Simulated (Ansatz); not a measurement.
Input and command of a calculation in Ansatz (plane waves; scalar-relativistic PAW potentials unless the input names others):

```yaml
crystal:
  lattice:
    - [-3.1136926464, 0.0, 0.0]
    - [0.0, 5.3930738627, 0.0]
    - [1.5568463232, -2.6965369313, -4.9834165464]
  atoms:
    - { symbol: Al, position: [1.0185156866, 0.3325792953, 0.9984919239] }
    - { symbol: Al, position: [0.5185156866, 0.8325792953, 0.9984919239] }
    - { symbol: Al, position: [0.2299762373, 0.9159126286, 0.4984919239] }
    - { symbol: Al, position: [0.7299762373, 0.4159126286, 0.4984919239] }
    - { symbol: "N", position: [0.7910356824, 0.1415873714, 0.6165080761] }
    - { symbol: "N", position: [0.2910356824, 0.6415873714, 0.6165080761] }
    - { symbol: "N", position: [0.0754723937, 0.7249207047, 0.1165080761] }
    - { symbol: "N", position: [0.5754723937, 0.2249207047, 0.1165080761] }
basis:
  ecutwfc: 420
kpoints:
  mp_grid: { grid: [8, 8, 8] }
hamiltonian:
  xc: pbesol
scf:
  occupations: { method: tetrahedron_uncorrected }
output:
  forces: true
  eigenvalues: true
  stress: true
```

```bash
ansatz run input.yaml --threads 2 --pin off --max-ram 5120MiB --backend cpu --events-out ev --progress --plain --runs-dir out
```

Abridged log:
```
Basis set: ecut = 420 eV, 1629 PW (Γ), exchange–correlation on 48×80×80 points (8 copies of the dense FFT grid, shifted against one another)
Bands: 24, of which v1, the nominal top of the filled ones, is band 16 counted from 1 (15 counted from 0)
Symmetry: 4 space group operations
k-points: 150 of 512 (time reversal used)
SCF iter   1: F=—  HF=-3623.805520 eV  |F-HF|=—  |Δ(HF+E_count)|=         —  Δρ=1.04e-2  dr2=9.57e-2  ethr=1.77e-3  ⟨swp⟩=6.9  Hψ=20236  notcnv=0
SCF iter   2: F=—  HF=-3623.781205 eV  |F-HF|=—  |Δ(HF+E_count)|=   2.43e-2  Δρ=4.37e-3  dr2=1.22e-2  ethr=2.99e-4  ⟨swp⟩=2.2  Hψ=7499  notcnv=0  defer=524
SCF iter   3: F=—  HF=-3623.777423 eV  |F-HF|=—  |Δ(HF+E_count)|=   3.78e-3  Δρ=6.35e-4  dr2=1.87e-4  ethr=3.81e-5  ⟨swp⟩=2.0  Hψ=5916  notcnv=0  defer=524
SCF iter   4: F=—  HF=-3623.777431 eV  |F-HF|=—  |Δ(HF+E_count)|=   8.38e-6  Δρ=7.41e-5  dr2=1.87e-6  ethr=5.85e-7  ⟨swp⟩=2.7  Hψ=6126  notcnv=0  defer=524
SCF iter   5: F=—  HF=-3623.777500 eV  |F-HF|=—  |Δ(HF+E_count)|=   6.87e-5  Δρ=1.47e-5  dr2=7.77e-8  ethr=5.84e-9  ⟨swp⟩=2.1  Hψ=5603  notcnv=0  defer=524
SCF iter   6: F=-3623.777500 eV  HF=-3623.777500 eV  |F-HF|=5.36e-10  |Δ(HF+E_count)|=   1.88e-8  Δρ=1.33e-6  dr2=1.08e-9  ethr=2.43e-10  ⟨swp⟩=5.0  Hψ=15343  notcnv=0
SCF 1 converged in 6 iterations: F = -3623.777500 eV  dr2 = 1.08e-9
SCF converged after 6 iterations
Free energy (F): -3623.777500 eV
Harris-Foulkes:  -3623.777500 eV  (|F-HF|=5.36e-10)
Internal energy: -3623.777500 eV  (E = F + TS)
E sigma→0 (E₀):  -3623.777500 eV
Fermi energy:    7.066822 eV
--- Forces (eV/Å), atoms counted from 1 ---
  atom   1  Al     0.32812903     0.01663666     0.02467934
  atom   2  Al     0.32812903     0.01663666     0.02467934
  atom   3  Al    -0.32812903    -0.01663666     0.02467934
  atom   4  Al    -0.32812903    -0.01663666     0.02467934
  atom   5  N     -0.15304452     0.00675154    -0.02467425
  atom   6  N     -0.15304452     0.00675154    -0.02467425
  atom   7  N      0.15304452    -0.00675154    -0.02467425
  atom   8  N      0.15304452    -0.00675154    -0.02467425
--- Stress (GPa, compression-positive) ---
       -0.301388      -0.211900       0.000000
       -0.211931       0.044093       0.000000
        0.000000       0.000000       0.028072
  P = ⅓ Tr σ = -0.0764 GPa (-0.764 kbar)
```

Apart from outputs and empty bands, the input differs from a reference run on usual settings in scf.occupations.width: 0.05 → not typed; scf.occupations.method: "gaussian" → "tetrahedron_uncorrected". The reference, at the same geometry (not necessarily relaxed), gave pressure -0.08 GPa, largest force 0.329 eV/Å, gap on the mesh 4.05 eV. This run converged in 6 SCF iterations (reference: 6) with an energy at zero smearing within 0.01 meV/atom of the reference's, pressure -0.08 GPa, largest force 0.329 eV/Å, gap on the mesh 4.05 eV.

The run took 13 s on 2 threads of Intel(R) Xeon(R) Processor @ 2.70GHz, on a shared host, peak memory 0.51 GiB.